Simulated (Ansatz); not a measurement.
**Structure relaxation of Mn**

Computed with Ansatz 0.2.0, DFT r2SCAN, scalar-relativistic, plane waves, PAW. Cutoff 500 eV, Γ-centred k mesh, Gaussian smearing, collinear spin, first started from parallel moments.

The start puts Mn on the bcc structure type (Im-3m, No. 229), at a guessed volume.

```yaml
crystal:
  lattice:
    - [-1.53000, 1.53000, 1.53000]
    - [1.53000, -1.53000, 1.53000]
    - [1.53000, 1.53000, -1.53000]
  atoms:
    - { symbol: Mn, position: [0.00000, 0.00000, 0.00000] }
```

Cell and atoms relax at zero pressure; the relaxation can't lower the symmetry of the start. After a coarse first stage the cell is made exact in the group found at 0.06 Å.

Energies count from the standard state of Mn at the same level.

(1) Which crystal results?

(2) What are its volume, energy, gap and moment?

Results:

(1) It keeps Im-3m (No. 229). The result has the bcc structure. Conventional cell: a = 3.167 Å. Mn has 8 Mn at 2.74 Å and 6 Mn at 3.17 Å.

```xyz
1
Lattice="-1.5836 1.5836 1.5836 1.5836 -1.5836 1.5836 1.5836 1.5836 -1.5836" Properties=species:S:1:pos:R:3 pbc="T T T"
Mn    0.0000    0.0000    0.0000
```

(2) The volume per atom is 15.88 Å³. The density is 5.74 g/cm³, the energy over the standard structure is 0.15 eV/atom and the gap on the 18×18×18 mesh is 0 eV (a metal). The net moment per atom is 3.89 μB and the largest site moment is 3.89 μB.

The final run used a 18×18×18 mesh on its 1-atom cell and 0.10 eV smearing. The k mesh leaves about 4 meV/atom of noise in metals. The magnetic state reached may not be the lowest. A structure relaxed within its symmetry needn't be a true minimum. The steps took about 40 core-seconds in all.